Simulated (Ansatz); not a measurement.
Crystal: Sb.

```
Sb
1.0
     3.12240    0.00000    0.00000
     0.00000    4.34752    0.00000
    -0.03891    0.00000    4.40585
Sb
2
Direct
  0.01139 0.25000 0.24117
  0.98861 0.75000 0.75883
```

This isn't the form of Sb at room conditions, which is rhombohedral.

* Program: Ansatz 0.2.0
* Task: relaxation of cell and atoms
* Functional: B3LYP
* Potentials or basis: Ansatz PAW
* Cutoff: 420 eV (not typed: the program's choice for these potentials)
* k mesh: 5 × 3 × 3
* Occupations: fermi-dirac, width 0.05 eV
* Spin: no spin polarisation

At the start: volume 29.90 Å³/atom.

Task: Where does the relaxation end?

Result: It ends after 8 steps and the volume is 33.40 Å³/atom (+11.7 %); space group P2_1/m (No. 11, to 0.05 Å).

The path:
| step | energy change (eV) | largest force (eV/Å) | volume (Å³) |
| --- | --- | --- | --- |
| 1 | 0.0000 | 0.2241 | 59.81 |
| 2 | -0.0793 | 0.3215 | 63.86 |
| 3 | -0.1007 | 0.3433 | 64.70 |
| 4 | -0.1210 | 0.2703 | 65.31 |
| 5 | -0.1391 | 0.1436 | 65.98 |
| 6 | -0.1461 | 0.0208 | 66.69 |
| 7 | -0.1462 | 0.0012 | 66.80 |
| 8 | -0.1474 | 0.0015 | 66.80 |

Final structure:
```
CELL_PARAMETERS angstrom
3.26579 0.00000 0.00199
0.00000 4.40101 0.00000
-0.03789 0.00000 4.64772
ATOMIC_POSITIONS crystal
Sb 0.00179 0.25000 0.20528
Sb 0.99821 0.75000 0.79472
```

Caveat: the k mesh is coarse (spacing up to 0.48 Å⁻¹), so the values aren't converged, least of all with exact exchange; the plane-wave basis is chosen anew once the cell has moved, so the energies of steps on either side of that aren't comparable; the PAW data sets come from PBE, with cores solved anew for the run's functional, which leaves a small shift of forces and pressure.
